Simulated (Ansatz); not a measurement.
Here is the system:

CsPbI₃:
```
CsPbI3
1.0
    6.23832     0.00000     0.00000
    0.00000     6.23832     0.00000
    0.00000     0.00000     6.23832
Cs Pb I
1 1 3
Direct
  0.50000   0.50000   0.50000
  0.00000   0.00000   0.00000
  0.00000   0.00000   0.50000
  0.50000   0.00000   0.00000
  0.00000   0.50000   0.00000
```

This is the PBEsol-relaxed structure.

Q: All from PBEsol (plane waves, PAW; program Ansatz), unless another level is named. Estimate the Poisson's ratio.

A: 0.31.

Q: Next, the highest zone-centre frequency (without LO–TO term)?

A: 88 cm^-1.

Space group Pm-3m (cubic perovskite). This is a known high-temperature phase of the composition, computed here at zero pressure and temperature. Symmetry was held in the PBEsol relaxation; of distortions, only those at the zone centre were tested, and some modes there are weakly imaginary. Scalar-relativistic: spin–orbit coupling is off unless named, which matters more the heavier the elements.

Potentials: the later of the program's two PAW sets.
